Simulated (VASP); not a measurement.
# MgO2: single point with PBEsol

Crystal: MgO2.

```xyz
3
Lattice="1.4764 0.8524 3.7735 -1.4764 0.8524 3.7735 0.0000 -1.7048 3.7735" Properties=species:S:1:pos:R:3 pbc="T T T"
Mg    0.0000    0.0000    0.0000
O     0.0000    0.0000    4.8541
O     0.0000    0.0000    6.4664
```

The cell comes from a database or a generator and needn't be the stable form of this composition.

The cell isn't the ideal one: strain -0.080 along x and y, +0.080 along z, atoms carried along.

```json
{
  "Program": "VASP 6.6.1",
  "Task": "single point",
  "Functional": "PBEsol",
  "Potentials or basis": "VASP PAW PBE potentials, release 64 (Mg, O)",
  "Cutoff": "520 eV",
  "k mesh": "12 × 12 × 12",
  "Occupations": "gaussian, width 0.05 eV",
  "Spin": "no spin polarisation"
}
```

```yaml
Pressure: 1.7 GPa
Largest_force: 2.349 eV/Å
Band_gap_on_the_k_mesh: 0.33 eV, direct
```

Forces in eV/Å, atoms in the order of the input:
```
Mg   0.000  0.000  0.000
O    0.000  0.000  2.349
O    0.000  0.000 -2.349
```

Stress tensor (GPa, compression positive):
```
 22.13   0.00   0.00
  0.00  22.13   0.00
  0.00   0.00 -39.09
```

Levels at points of the mesh, in eV from the valence-band top:
```csv
k point,band 3,band 4,band 5,band 6,band 7,band 8,band 9,band 10,band 11,band 12
"(0.00, 0.00, 0.00)",-7.63,-2.26,-2.26,-0.68,-0.68,3.33,6.34,11.98,13.11,16.95
"(0.50, 0.00, 0.00)",-6.42,-5.81,-2.83,-1.93,-1.16,2.50,9.96,12.38,13.43,13.91
"(0.50, 0.50, 0.00)",-5.82,-5.22,-3.33,-2.75,-0.41,1.77,9.67,12.25,12.88,13.78
"(0.50, 0.50, 0.50)",-4.83,-2.74,-2.74,0.00,0.00,0.33,6.92,9.78,17.17,17.17
```

Wall time 52 s on 1 thread of Intel(R) Xeon(R) Platinum 8559C (Emerald Rapids), on a shared host, peak memory 0.23 GiB.

Caveat: the PAW data sets were made with another functional, which shifts forces and pressure a little. A k mesh can miss the band edges.
